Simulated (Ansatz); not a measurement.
Li2Se (antifluorite) by several functionals

All numbers come from the plane-wave code Ansatz. Non-magnetic throughout; all numbers are computed.

The cell is Li2Se (antifluorite); cell and atoms were relaxed with r2SCAN. The symmetry is Fm-3m (No. 225, cubic); a = 5.987 Å in the conventional setting, 17.88 Å³ an atom. Se has 8 Li at 2.59 Å; Li has 4 Se at 2.59 Å.

```
Se Li
1.0
     0.00000    2.99352    2.99352
     2.99352    0.00000    2.99352
     2.99352    2.99352    0.00000
Se Li
1 2
Direct
  0.00000 0.00000 0.00000
  0.25000 0.25000 0.25000
  0.75000 0.75000 0.75000
```

Gaps on the r2SCAN cell, each the least over its mesh and the special points:
```csv
level,k mesh,gap (eV),kind,edges,least direct gap (eV),rough cost
PBE,8×8×8,2.97,indirect,Γ → X,3.42,4 core-seconds
PBE+SOC,8×8×8,2.85,indirect,Γ → X,3.29,19 core-seconds
r2SCAN,8×8×8,3.48,indirect,Γ → X,4.10,9 core-seconds
HSE06,6×6×6,3.82,indirect,Γ → X,4.38,4 core-minutes
PBE0,6×6×6,4.48,indirect,Γ → X,5.04,4 core-minutes
"G0W0@PBE (160 empty bands, 120 eV, 4×4×4)",4×4×4,4.38,–,Γ → X (mesh),–,40 core-seconds
```
PBE: smearing of 0.02 eV; the others have fixed occupations.
Wave cutoffs: 420 eV, 500 eV (r2SCAN).
The G0W0 gap is PBE's gap over the path plus the quasiparticle shift read on the mesh. No extrapolation in bands, cutoff or mesh was made for G0W0.
Costs come from shared machines and give only the order; PBE's includes the band path. The runs had 2 threads of Arm Neoverse N1, with other jobs on the host.

The HSE06 gap is indirect, 3.82 eV (Γ to X), below the direct gap of 4.38 eV at Γ. Spin-orbit coupling changes the PBE gap by -0.13 eV, to 2.85 eV; at Γ the threefold valence level splits into a fourfold and a twofold level 0.39 eV apart, the fourfold one on top.

Taking G0W0@PBE (160 empty bands, 120 eV, 4×4×4), 4.38 eV, as the yardstick (a computed one, not at the basis limit), PBE0 comes nearest, +0.10 eV off, at about 24 times r2SCAN's cost; G0W0 itself took about 5 times r2SCAN's cost. The others: HSE06 -0.56, r2SCAN -0.90, PBE -1.41 eV. The yardstick's own error is a tenth of an eV or more. r2SCAN covers 60 % of the step from PBE to HSE06, while HSE06 needs about 25 times r2SCAN's cost (on a coarser mesh). For gaps to 0.1 eV, spin-orbit coupling (up to 0.13 eV here) has to be included. All these functionals give a gap of the same kind, indirect.

r2SCAN (ground state on 6×6×6): The electronic dielectric tensor ε∞ is 4.00 in all directions. Born charges, averaged over directions: Se -1.92, Li +0.96 e.

Only the levels marked +SOC include spin-orbit coupling.

The meshes of the hybrids are coarse, so their gaps aren't converged to the digits shown.
